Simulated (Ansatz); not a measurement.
Elastic constants of AlP at 35 GPa (stress–strain coefficients): input and output

The calculation used DFT LDA, scalar-relativistic, plane waves, PAW (Ansatz).

Launched with:
```bash
ansatz run input.yaml --threads 1 --pin off --max-ram 3072MiB --backend cpu --events-out ev --progress --plain --runs-dir out
```

Input (bare energies are in eV):
```yaml
crystal:
  lattice:
    - [0.0, 2.5079637923, 2.5079637923]
    - [2.5079637923, 0.0, 2.5079637923]
    - [2.5079637923, 2.5079637923, 0.0]
  atoms:
    - { symbol: Al, position: [0.0, 0.0, 0.0] }
    - { symbol: P, position: [0.75, 0.75, 0.75] }
basis:
  ecutwfc: 420
kpoints:
  mp_grid: { grid: [10, 10, 10] }
hamiltonian:
  xc: lda
scf:
  occupations: { method: fixed }
output:
  forces: true
  stress: true
  eigenvalues: true
  polarization: {}
elastic:
  mode: relaxed_ion
  stencil: two_point
```

From the output:
```
--- Elastic constants: 2 strain directions × 2 members + reference (group order 24) ---
  dense FFT box of the reference and of every strained cell: 24×24×24
  strains applied: 11, 23; error gains: componentwise 1.00 (the most a stress slope's error grows in a printed constant), spectral 1.73 (1 for all six strains in a standard setting)
  C = ∂σ_k/∂η_j (tension-positive GPa; Voigt order 11 22 33 23 13 12):
       235.744    203.618    203.618      0.000      0.000     -0.000
       203.618    235.744    203.618      0.000     -0.000      0.000
       203.618    203.618    235.744      0.000      0.000     -0.000
        -0.000     -0.000     -0.000     45.040      0.000     -0.000
        -0.000     -0.000     -0.000      0.000     45.040     -0.000
        -0.000     -0.000     -0.000      0.000     -0.000     45.040
  reference stress σ⁰ (GPa):    -35.001    -35.001    -35.001     -0.000      0.000     -0.000
  C* (energy form; C + prestress term) asymmetry max|C*_kj − C*_jk| = 5.684e-14 GPa — a small one proves nothing (zero by symmetry where the batch's group is 432, −43m or m−3m); a large one is finite-difference/SCF noise where every solve ...
  moduli (Voigt/Reuss/Hill, GPa): K = 214.33/214.33/214.33   G = 33.45/26.16/29.81   E = 85.45   ν = 0.434
  mechanically stable: yes (min eigenvalue of sym C = 32.13 GPa)
  e, the proper piezoelectric tensor (elastic.mode: relaxed_ion; C/m²; rows x y z; Voigt order 11 22 33 23 13 12):
      -0.00000   -0.00000    0.00000   -0.57299   -0.00000   -0.00000
      -0.00000   -0.00000   -0.00000    0.00000   -0.57299   -0.00000
       0.00000   -0.00000    0.00000    0.00000   -0.00000   -0.57299
  ±, each entry's uncertainty from the finite density of the strings (C/m²), an estimate: the size of the correction for it that the entry includes:
       0.00000    0.00000    0.00000    0.00410    0.00000    0.00000
       0.00000    0.00000    0.00000    0.00000    0.00410    0.00000
       0.00000    0.00000    0.00000    0.00000    0.00000    0.00410
  the group's symmetry takes up to 2.7e-8 C/m² out of the measured responses: error of the strings' finite density and of the mesh across them, as far as it breaks the symmetry (raise kpoints.mp_grid and any string_points); the largest step ...
  strain η (Voigt 11):  stress-route row diagonal C_11 = 235.74 GPa, energy-path curvature d²(F+E_count+ΔE)/dδ²/Ω₀ = 235.66 GPa
         δ    σ_11 (GPa) F (eV) n_scf n_hpsi n_pw
    -2.000e-3     -35.4731       -1239.2623491       6   17430    636   relax 0 steps, max|allowed force component| 2.86e-17 eV/Å
     2.000e-3     -34.5301       -1239.2899128       7   17530    636   relax 0 steps, max|allowed force component| 1.05e-16 eV/Å
  strain η (Voigt 23):  stress-route row diagonal C_44 = 45.04 GPa, energy-path curvature d²(F+E_count+ΔE)/dδ²/Ω₀ = 62.49 GPa
         δ    σ_23 (GPa) F (eV) n_scf n_hpsi n_pw
    -2.000e-3      -0.0901       -1239.2762002       2   15573    636   relax 3 steps, max|allowed force component| 7.71e-9 eV/Å
     2.000e-3       0.0901       -1239.2762002       2   15511    636   relax 3 steps, max|allowed force component| 2.88e-7 eV/Å
--- Formal polarisation (Berry phase): one branch of a lattice of values; only differences between neighbouring runs are physical ---
  axis mesh electronic ionic p = total spread (rad) least overlap resolved gap  δp at fixed H ≤   (phases in cycles; p mod 1; gap in eV; gap and δp judge the states as solved, not the mesh's step, its ...
  b1    10×10×10        0.00000000     3.75000000     3.75000000      0.027025         0.9075        3.5204           2.1e-6
  b2    10×10×10       -0.00000000     3.75000000     3.75000000      0.027024         0.9075        3.5204           2.1e-6
  b3    10×10×10        0.00000000     3.75000000     3.75000000      0.027025         0.9075        3.5204           2.1e-6
  quantum along a1:   0.11241971 e/Å² =   180.116240 µC/cm²
  quantum along a2:   0.11241971 e/Å² =   180.116240 µC/cm²
  quantum along a3:   0.11241971 e/Å² =   180.116240 µC/cm²
  P = (  0.59619557,   0.59619557,   0.59619557) e/Å² = (  955.210608,   955.210608,   955.210608) µC/cm²  (mod the quanta)
```

The run took 75 s on 1 thread of Intel(R) Xeon(R) Processor @ 2.70GHz, on a shared host, peak memory 0.4 GiB.

Other phases may be more stable at this pressure. The bands were filled as in an insulator; under compression the gap may have closed between mesh points.